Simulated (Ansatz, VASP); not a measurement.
AlN in VASP and in Ansatz

```
Al N
1.0
     3.09117    0.00000    0.00000
    -1.54558    2.67703    0.00000
     0.00000    0.00000    4.97834
Al N
2 2
Direct
  0.33333 0.66667 0.00062
  0.66667 0.33333 0.50062
  0.33333 0.66667 0.38138
  0.66667 0.33333 0.88138
```

Alike in both runs: functional r2SCAN; k mesh 8 × 8 × 5; no spin polarisation.

Ansatz relaxed the structure, and its values are those at the end. VASP's run is a single point on that final structure, the one shown.

|  | VASP | Ansatz |
| --- | --- | --- |
| version | VASP 6.6.1 | Ansatz 0.2.0 |
| potentials or method | VASP PAW PBE potentials, release 64 (Al, N) | scalar-relativistic, plane waves, PAW |
| plane-wave cutoff (eV) | 520 | 500 |
| occupations | gaussian, width 0.01 eV | fixed |
| valence electrons in the cell | 16 | 16 |

Ansatz gave:

* gap on the k mesh at the Fermi level (eV): 5.00
* least direct gap on the mesh (eV): 5.00
* pressure (GPa): 2.2

Which values does VASP return?

gap on the k mesh at the Fermi level (eV): 5.04; least direct gap on the mesh (eV): 5.04; pressure (GPa): 1.8.

Ansatz warned: «stress_scf_threshold_loose».

Caveats: the PAW data sets were made with another functional, which shifts forces and pressure a little (VASP). r2SCAN opens gaps a little over a GGA but as a rule still falls short of measured ones.
